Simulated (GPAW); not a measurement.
Runs of GPAW 26.7.0 on SnSe2. Symmetry: P-3m1, No. 164, trigonal system. The conventional cell has a = 3.811 Å, b = 3.811 Å, c = 6.136 Å, α = 90.00°, β = 90.00°, γ = 120.00°. Sn (site symmetry -3m) has 6 Se at 2.68 Å as nearest neighbours. Se (site symmetry 3m) has 3 Sn at 2.68 Å as nearest neighbours. 

```tsv
task	level	potentials or basis	cell	k mesh	cutoff (eV)	smearing	response ecut	frequency	extrapolate	qp bands	integrate gamma	mesh quality	gap on the mesh (eV)	pressure (GPa)	relaxed volume (Å³/atom)	largest force (eV/Å)
relaxation of cell and atoms	r2SCAN+D4	GPAW PAW data sets (gpaw-data 1.2.1), pw	relaxed	6 × 6 × 3	600	fermi-dirac 0.05 eV	-	-	-	-	-	not flagged	1.03	0.0	26.69	0.01
single point	LDA	the program's PAW data sets (release 1.2.1) made for this functional, pw	as given	7 × 7 × 4	450	fermi-dirac 0.05 eV	-	-	-	-	-	not flagged	0.68	-0.2	-	(a)
single point	PBE	GPAW PAW data sets (gpaw-data 1.2.1), pw	as given	7 × 7 × 4	500	fermi-dirac 0.05 eV	-	-	-	-	-	not flagged	0.82	5.1	-	(b)
relaxation of cell and atoms	SCAN+D3	GPAW PAW data sets (gpaw-data 1.2.1), pw	relaxed	6 × 6 × 3	600	fermi-dirac 0.05 eV	-	-	-	-	-	not flagged	0.98	0.0	26.69	-
single point	BHandHLYP	GPAW PAW data sets (gpaw-data 1.2.1), pw	as given	4 × 4 × 2	450	fermi-dirac 0.05 eV	-	-	-	-	-	coarse	3.81	-	-	-
```

Alike in all rows: no spin polarisation.

**Question.** Fill in the values left out.

**Answer.** (a) 0.45; (b) 0.76.

Caveats: some runs use coarse meshes; spin-orbit coupling is left out, which moves the levels of the heavy elements; an odd mesh through Γ misses points on the zone boundary, where band edges often lie (some runs); the PAW data sets were made with another functional, which shifts forces and pressure a little (some runs); later steps reuse the first step's grids (some runs); the cutoff is short for stress and forces, so pressures can be off by a GPa or more (some runs); this functional lacks dispersion, which binds the layers, so the pressure and a relaxed spacing across them are unreliable (some runs); exact exchange converges slowly with the k mesh, and this mesh is small (some runs).

A k mesh can miss the band edges, and the runs leave out spin-orbit coupling on Se, Sn.
